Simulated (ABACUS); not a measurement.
Wanted: the native input for an ABACUS 3.10.1 run.

- Task: band structure
- Functional: PBE
- Potentials or basis: PseudoDojo NC FR 0.4 PBE standard
- Cutoff: 1361 eV
- Density cutoff: 5442 eV
- Basis: DZP LCAO (the cutoffs set its grid)
- Occupations: fermi-dirac, width 0.05 eV
- Spin: spin-orbit coupling, no magnetisation
- Radial cutoff of the potentials (pseudo_rcut): 7 bohr
- Orbital files: Ru Ru_confined-atom_7au_3s2p2d1f.orb, Al Al_confined-atom_8au_2s2p1d.orb
- Density: read from an earlier self-consistent run
- Path: G-X-M-G-R-X, M-R
- Points for each segment of the path: 10
- SCF threshold on the density: 1e-07
- Max SCF steps: 100
- Eigensolver: genelpa
- Mixing: broyden
- Mixing share: 0.4
- Symmetry key: -1

Crystal: AlRu.

```
CELL_PARAMETERS angstrom
2.99160 0.00000 0.00000
0.00000 2.99160 0.00000
0.00000 0.00000 2.99160
ATOMIC_POSITIONS crystal
Ru 0.50000 0.50000 0.50000
Al 0.00000 0.00000 0.00000
```

The input as run:

INPUT

```
INPUT_PARAMETERS
suffix              AlRu
calculation         nscf
basis_type          lcao
pseudo_dir          ./
orbital_dir         ./
symmetry            -1
dft_functional      pbe
ecutwfc             100.0
pseudo_rcut         7
nspin               4
nbands              40
ks_solver           genelpa
smearing_method     fd
smearing_sigma      0.00367493
scf_thr             1e-07
scf_nmax            100
mixing_type         broyden
mixing_beta         0.4
noncolin            0
lspinorb            1
init_chg            file
out_band            1
```

STRU

```
ATOMIC_SPECIES
Ru 101.0700 Ru.upf
Al 26.9815 Al.upf

NUMERICAL_ORBITAL
Ru_confined-atom_7au_3s2p2d1f.orb
Al_confined-atom_8au_2s2p1d.orb

LATTICE_CONSTANT
1.8897261246

LATTICE_VECTORS
2.9916000000 0.0000000000 0.0000000000
0.0000000000 2.9916000000 0.0000000000
0.0000000000 0.0000000000 2.9916000000

ATOMIC_POSITIONS
Direct

Ru
0.0
1
0.5000000000 0.5000000000 0.5000000000 1 1 1

Al
0.0
1
0.0000000000 0.0000000000 0.0000000000 1 1 1
```

KPT

```
K_POINTS
8
Line
0.00000000 0.00000000 0.00000000 10 // G
0.00000000 0.50000000 0.00000000 10 // X
0.50000000 0.50000000 0.00000000 10 // M
0.00000000 0.00000000 0.00000000 10 // G
0.50000000 0.50000000 0.50000000 10 // R
0.00000000 0.50000000 0.00000000 1 // X
0.50000000 0.50000000 0.00000000 10 // M
0.50000000 0.50000000 0.50000000 1 // R
```

Potentials or basis: PseudoDojo NC FR 0.4 PBE standard, DZP LCAO (the cutoffs set its grid).

Run with:

```sh
$ OMP_NUM_THREADS=1 mpirun -np 4 abacus > log
```

It took 2.7 s on 4 MPI ranks on AMD EPYC 7R43 64-Core Processor (Zen 3), on a shared host, peak memory 0.52 GiB a rank.
